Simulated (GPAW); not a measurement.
The system is CuO.

```
Cu O
1.0
     3.42205    0.00000    0.00000
     0.00000    3.42205    0.00000
     0.00000    0.00000    4.26046
Cu O
2 2
Direct
  0.00000 0.50000 0.00000
  0.50000 0.00000 0.50000
  0.00000 0.00000 0.25000
  0.00000 0.00000 0.75000
```

Measurements of this composition are mostly on another form, of space group No. 15.

```yaml
Program: GPAW 26.7.0
Task: relaxation of cell and atoms
Functional: LDA
Potentials_or_basis: the program's PAW data sets (release 1.2.1) made for this functional
Cutoff: 800 eV
Basis: pw
k_mesh: 6 × 6 × 5
Occupations: fermi-dirac, width 0.05 eV
Spin: no spin polarisation
```

At the start: pressure -13.2 GPa; volume 12.47 Å³/atom.

Question: How do energy, volume and symmetry change on relaxing?

Answer: Over 10 steps the energy falls by 444.6 meV/atom and the volume is 10.36 Å³/atom (-16.9 %); space group P4_2/mmc (No. 131, to 0.05 Å).

The path:
| step | energy change (eV) | largest force (eV/Å) | pressure (GPa) | volume (Å³) |
| --- | --- | --- | --- | --- |
| 1 | 0.0000 | 0.0000 | -13.23 | 49.89 |
| 2 | -0.1091 | 0.0000 | -12.43 | 49.34 |
| 3 | -0.8045 | 0.0000 | -5.21 | 45.64 |
| 4 | -1.2677 | 0.0000 | 4.84 | 42.36 |
| 5 | -1.4619 | 0.0000 | 16.59 | 39.60 |
| 6 | -1.5284 | 0.0000 | 15.99 | 39.51 |
| 7 | -1.7295 | 0.0000 | 7.78 | 40.25 |
| 8 | -1.7757 | 0.0000 | 1.18 | 41.15 |
| 9 | -1.7779 | 0.0000 | 0.31 | 41.36 |
| 10 | -1.7785 | 0.0000 | -0.01 | 41.46 |

Final structure:
```xyz
4
Lattice="2.8597 0.0000 0.0000 0.0000 2.8597 0.0000 0.0000 0.0000 5.0695" Properties=species:S:1:pos:R:3 pbc="T T T"
Cu    0.0000    1.4298    0.0000
Cu    1.4298    0.0000    2.5347
O     0.0000    0.0000    1.2674
O     0.0000    0.0000    3.8021
```

Caveat: with this Cu data set, volumes or pressures lay over 1.5 % or 2 GPa off other programs in two to four cells of ten; later steps reuse the first step's grids; the volume moved by over 15 % at a fixed basis, so the end points are rough; the run has no spin polarisation, though such a crystal can be magnetic.
